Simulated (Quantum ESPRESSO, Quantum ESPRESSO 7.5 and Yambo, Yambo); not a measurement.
# AlAs (F-43m): G0W0 with Yambo, start to end

Aim: the G0W0 gap of AlAs (F-43m) on PBE, step by step.

Calculated with Quantum ESPRESSO 7.5 and Yambo 5.3.0; PBE and many-body steps on it, plane waves.

**Experimental background.**

- Gap 3.018 eV: lowest direct gap at Gamma; earlier measurement quoted from literature, technique not stated; 300 K; bulk crystal (pure AlAs, literature value used as model input) (quoted in “Simultaneous Measurement of Mid-Infrared Refractive Indices in Thin-Film Heterostructures: Methodology and Results for GaAs/AlGaAs”, 2023, arxiv:2301.08293).

Report form: the programs' logs are mostly left out.

## (1) Starting point

It takes space group F-43m (No. 216, cubic). The conventional cell has a = 5.661 Å, b = 5.661 Å, c = 5.661 Å, α = 90.00°, β = 90.00°, γ = 90.00°. Al has 4 As at 2.45 Å nearest. Nearest to As lie 4 Al at 2.45 Å. Farther neighbours are not listed.

The cell and positions come from the Crystallography Open Database and are kept as given unless a step says otherwise.

## (2) Ground state

This step: Quantum ESPRESSO 7.5; DFT, PBE, plane waves, norm-conserving pseudopotentials.

The ground-state density comes first.

Input file pw.in:

```
&control
  calculation = 'scf'
  prefix = 'x'
  outdir = 'o'
  pseudo_dir = 'pseudo'
/
&system
  ibrav = 0
  nat = 2
  ntyp = 2
  ecutwfc = 100.0
  nbnd = 18
  force_symmorphic = .true.
/
&electrons
  conv_thr = 1e-10
  electron_maxstep = 80
  mixing_beta = 0.5
/
ATOMIC_SPECIES
  Al 26.982 Al.upf
  As 74.922 As.upf
CELL_PARAMETERS angstrom
  0.0000000000 2.8304000000 2.8304000000
  2.8304000000 0.0000000000 2.8304000000
  2.8304000000 2.8304000000 -0.0000000000
ATOMIC_POSITIONS crystal
  Al 0.0000000000 0.0000000000 0.0000000000
  As 0.2500000000 0.2500000000 0.2500000000
K_POINTS automatic
  6 6 6 0 0 0
```

Command:

```console
$ OMP_NUM_THREADS=1 mpirun -n 4 pw.x -nk 4 -in pw.in > pw.out
```

Wall time 7.9 s (4 MPI ranks of Arm Neoverse V1, shared host); peak memory 0.34 GiB.

This step gave:

```yaml
total_energy: -8370.4302 eV
gap: 1.438 eV
k_of_the_valence_top: 0, 0, 0
k_of_the_conduction_bottom: 0, -0.5, -0.5
least_direct_gap: 2.050 eV
```

The gap is indirect, with the least direct gap 0.61 eV higher.

## (3) Bands along the symmetry lines

Levels along a band path, at the cheap level, show where the edges lie and whether the meshes to come will hold them.

Input file pw.in:

```
&control
  calculation = 'bands'
  prefix = 'x'
  outdir = 'o'
  pseudo_dir = 'pseudo'
/
&system
  ibrav = 0
  nat = 2
  ntyp = 2
  ecutwfc = 100.0
  nbnd = 19
  force_symmorphic = .true.
/
&electrons
  conv_thr = 1e-9
  electron_maxstep = 80
  diago_full_acc = .true.
  diago_thr_init = 5e-6
/
ATOMIC_SPECIES
  Al 26.982 Al.upf
  As 74.922 As.upf
CELL_PARAMETERS angstrom
  0.0000000000 2.8304000000 2.8304000000
  2.8304000000 0.0000000000 2.8304000000
  2.8304000000 2.8304000000 -0.0000000000
ATOMIC_POSITIONS crystal
  Al 0.0000000000 0.0000000000 0.0000000000
  As 0.2500000000 0.2500000000 0.2500000000
K_POINTS crystal
  50
  0.00000000 0.00000000 0.00000000 1
  -0.06250000 -0.06250000 0.00000000 1
  -0.12500000 -0.12500000 0.00000000 1
  -0.18750000 -0.18750000 0.00000000 1
  -0.25000000 -0.25000000 0.00000000 1
  -0.31250000 -0.31250000 0.00000000 1
  -0.37500000 -0.37500000 0.00000000 1
  -0.43750000 -0.43750000 0.00000000 1
  -0.50000000 -0.50000000 0.00000000 1
  -0.48437500 -0.48437500 0.03125000 1
  -0.46875000 -0.46875000 0.06250000 1
  -0.45312500 -0.45312500 0.09375000 1
  -0.43750000 -0.43750000 0.12500000 1
  -0.42187500 -0.42187500 0.15625000 1
  -0.40625000 -0.40625000 0.18750000 1
  -0.39062500 -0.39062500 0.21875000 1
  -0.37500000 -0.37500000 0.25000000 1
  -0.37500000 0.00000000 0.37500000 1
  -0.32812500 0.00000000 0.32812500 1
  -0.28125000 0.00000000 0.28125000 1
  -0.23437500 0.00000000 0.23437500 1
  -0.18750000 0.00000000 0.18750000 1
  -0.14062500 0.00000000 0.14062500 1
  -0.09375000 0.00000000 0.09375000 1
  -0.04687500 0.00000000 0.04687500 1
  0.00000000 0.00000000 0.00000000 1
  0.00000000 0.00000000 0.06250000 1
  0.00000000 0.00000000 0.12500000 1
  0.00000000 0.00000000 0.18750000 1
  0.00000000 0.00000000 0.25000000 1
  0.00000000 0.00000000 0.31250000 1
  0.00000000 0.00000000 0.37500000 1
  0.00000000 0.00000000 0.43750000 1
  -0.00000000 -0.00000000 0.50000000 1
  -0.06250000 -0.03125000 0.46875000 1
  -0.12500000 -0.06250000 0.43750000 1
  -0.18750000 -0.09375000 0.40625000 1
  -0.25000000 -0.12500000 0.37500000 1
  -0.31250000 -0.15625000 0.34375000 1
  -0.37500000 -0.18750000 0.31250000 1
  -0.43750000 -0.21875000 0.28125000 1
  -0.50000000 -0.25000000 0.25000000 1
  -0.50000000 -0.28125000 0.21875000 1
  -0.50000000 -0.31250000 0.18750000 1
  -0.50000000 -0.34375000 0.15625000 1
  -0.50000000 -0.37500000 0.12500000 1
  -0.50000000 -0.40625000 0.09375000 1
  -0.50000000 -0.43750000 0.06250000 1
  -0.50000000 -0.46875000 0.03125000 1
  -0.50000000 -0.50000000 0.00000000 1
```

The job ended after 6.7 s (4 MPI ranks; peak memory 0.3 GiB; 27 s of CPU time).

This step gave:

- gap: 1.438 eV
- k of the valence top: 0, 0, 0
- k of the conduction bottom: -0.5, -0.5, 0
- least direct gap: 2.050 eV

The gap is 1.438 eV, as in the run before at this level.

Electronic bands along the path, in eV, zero at the top of the highest filled band:

```tsv
point	band 10	band 11	band 12	band 13	band 14	band 15	band 16	band 17
Γ	-11.87	0.00	0.00	0.00	2.05	4.29	4.29	4.29
halfway	-11.09	-3.21	-1.34	-1.34	2.59	3.78	6.84	6.84
X	-9.90	-5.43	-2.17	-2.17	1.44	2.30	10.32	10.32
halfway	-9.90	-5.35	-2.71	-2.08	1.80	3.03	9.53	9.58
U	-9.93	-5.17	-3.41	-1.80	2.24	4.98	8.18	8.33
jump to K	-9.93	-5.17	-3.41	-1.80	2.24	4.98	8.18	8.33
halfway	-11.03	-3.68	-2.00	-0.46	3.71	4.97	5.18	5.93
Γ	-11.87	0.00	0.00	0.00	2.05	4.29	4.29	4.29
halfway	-11.29	-3.38	-0.48	-0.48	2.62	4.92	4.92	6.46
L	-10.45	-5.57	-0.82	-0.82	2.14	4.69	4.69	7.76
halfway	-10.19	-5.26	-2.69	-1.54	3.67	4.25	6.68	7.66
W	-9.87	-5.08	-3.18	-2.82	4.33	5.65	5.71	6.07
halfway	-9.89	-5.28	-2.69	-2.54	2.50	3.41	8.13	8.86
X	-9.90	-5.43	-2.17	-2.17	1.44	2.30	10.32	10.32
```

## (4) Empty states on the mesh, 4×4×4 mesh, 115 bands

The sums over transitions need many empty states on a uniform mesh; this step solves for them.

Input file pw.in:

```
&control
  calculation = 'nscf'
  prefix = 'x'
  outdir = 'o'
  pseudo_dir = 'pseudo'
/
&system
  ibrav = 0
  nat = 2
  ntyp = 2
  ecutwfc = 100.0
  nbnd = 115
  force_symmorphic = .true.
/
&electrons
  conv_thr = 1e-9
  electron_maxstep = 80
  diago_full_acc = .true.
  diago_thr_init = 5e-6
/
ATOMIC_SPECIES
  Al 26.982 Al.upf
  As 74.922 As.upf
CELL_PARAMETERS angstrom
  0.0000000000 2.8304000000 2.8304000000
  2.8304000000 0.0000000000 2.8304000000
  2.8304000000 2.8304000000 -0.0000000000
ATOMIC_POSITIONS crystal
  Al 0.0000000000 0.0000000000 0.0000000000
  As 0.2500000000 0.2500000000 0.2500000000
K_POINTS automatic
  4 4 4 0 0 0
```

The job ended after 11 s (4 MPI ranks; peak memory 0.46 GiB; 42 s of CPU time).

This step gave:

```
gap                                                           : 1.438 eV
k of the valence top                                          : 0, 0, 0
k of the conduction bottom                                    : 0, -0.5, -0.5
least direct gap                                              : 2.050 eV
k points computed                                             : 8
lowest point of the top converged band, above the valence top : 87.2396 eV
```

On this mesh the gap is 1.438 eV.

## (5) Conversion and set-up

This step: Yambo 5.3.0; conversion and set-up on PBE, plane waves, norm-conserving pseudopotentials.

The states are converted to the many-body program's format and the q mesh is built.

Command:

```console
$ (cd o/x.save; p2y > p2y.log; mv SAVE ../..); yambo > setup.log
```

Run time: 3.3 s. Hardware: 1 MPI rank; peak memory 0.26 GiB.

## (6) Screening and self-energy, 4×4×4 mesh, 115 bands, screening to 163.3 eV

Now the one-shot GW correction: screening in the RPA, then the self-energy of the levels asked for.

This step: G0W0 on PBE, plane waves, norm-conserving pseudopotentials.

Input file gw1.in:

```
HF_and_locXC
gw0
dyson
ppa
em1d
rim_cut
RandQpts= 1000000
RandGvec= 1 RL
EXXRLvcs= 100 Ry
VXCRLvcs= 400 Ry
Chimod= "HARTREE"
% BndsRnXp
 1 | 115 |
%
NGsBlkXp= 12 Ry
% LongDrXp
 1 | 1 | 1 |
%
% GbndRnge
 1 | 115 |
%
DysSolver= "n"
ExtendOut
PPAPntXp= 27.21138 eV
% QPkrange
 1 | 1 | 12 | 15 |
 7 | 7 | 12 | 15 |
%
```

Command:

```console
$ OMP_NUM_THREADS=1 mpirun -n 4 yambo -F gw1.in -J gw1 -C gw1 > gw1.log
```

Run time: 85 s. Hardware: 4 MPI ranks; peak memory 1.8 GiB.

This step gave:

- G0W0 gap on the points computed: 1.956 eV
- starting gap on the mesh: 1.438 eV
- k of the valence top: 0, 0, 0
- k of the conduction bottom: 0, -0.5, -0.5
- least direct G0W0 gap on the computed points: 2.821 eV
- Z at the valence top: 0.7874
- Z at the conduction bottom: 0.8042

The gap on the mesh goes from 1.44 eV to 1.96 eV, a correction of +0.52 eV.

Limits: finite bands, cutoff and mesh; no spin-orbit coupling; coarse k mesh. v1 is the top filled band, c1 the lowest empty one. The levels before and after the correction (eV, zero at the valence-band top of each column):

```tsv
	conduction bottom	valence top
Kohn-Sham	1.44	0.00
G0W0	1.96	0.00
```

```tsv
	level	energy (eV)
Kohn-Sham	Γ v2-v1	0.000
Kohn-Sham	Γ c1	2.050
Kohn-Sham	Γ c2	4.292
Kohn-Sham	(0 -0.5 -0.5) v2-v1	-2.173
Kohn-Sham	(0 -0.5 -0.5) c1	1.438
Kohn-Sham	(0 -0.5 -0.5) c2	2.301
G0W0	Γ v2-v1	0.000
G0W0	Γ c1	2.821
G0W0	Γ c2	4.972
G0W0	(0 -0.5 -0.5) v2-v1	-2.372
G0W0	(0 -0.5 -0.5) c1	1.956
G0W0	(0 -0.5 -0.5) c2	2.946
```

## (7) Where the time went

Times are wall times on the hardware named with each run, good to a factor of about two.

```tsv
step	time	share	memory (GiB)
ground state	7.9 s	7 %	0.34
bands along the symmetry lines	6.7 s	6 %	0.3
empty states on the mesh	11 s	9 %	0.46
conversion and set-up	3.3 s	3 %	0.26
screening and self-energy	85 s	75 %	1.8
```

## (8) Results

| Property | Result |
| --- | --- |
| PBE gap | 1.44 eV, indirect |
| G0W0 gap on the mesh | 1.96 eV |
| GW settings | 4×4×4 mesh, 115 bands, screening to 163.3 eV, Godby-Needs plasmon pole |
| known limits | not at the basis limit; no spin-orbit coupling; coarse k mesh |

**Reading.** G0W0 moves the gap on the mesh from 1.44 eV to 1.96 eV (+0.52 eV), with Z of 0.79 and 0.80 at the edges. Only 2 of the mesh's irreducible points were corrected, so a valley elsewhere could overtake. The dearest step here is «screening and self-energy». Against experiment, by G0W0@PBE: the direct gap of 2.82 eV lies −0.20 eV from the measured 3.018 eV (direct, 300 K, quoted 2023). An exciton line or allowed optical edge lies below the quasiparticle gap by the binding energy; a forbidden edge can push the onset above it. The calculation has static nuclei and no excitons; a measured gap holds zero-point and thermal motion, which mostly lowers it. Bands and cutoff are finite, so the gap is not at the basis limit. The miss can reach some tenths of an eV and take either sign; the mesh is an error of its own. In the G0W0 run levels were corrected at 2 k points alone, so a gap called «on the mesh» is the least over those, and an edge elsewhere would be missed. The 4×4×4 mesh is coarse for this cell, which bears on the long-range parts of exchange and screening. The many-body steps are scalar-relativistic: spin-orbit coupling is not in them.

[Paths, hosts, dates, memory and timing lines, banners, echoed tables and standing remarks are left out of the program output.]

[Logs are printed without paths, hosts, clocks, repeated set-up lines and the standing remarks that a program may print on its own settings, such as how far it seeks lower states.]

[Runs of the session that timed out or met a known fault of the program may be left out.]

[Hosts, paths, dates, database ids (printed as entryN), source tags and the programs' standing remarks are cut or masked in the printed files.]
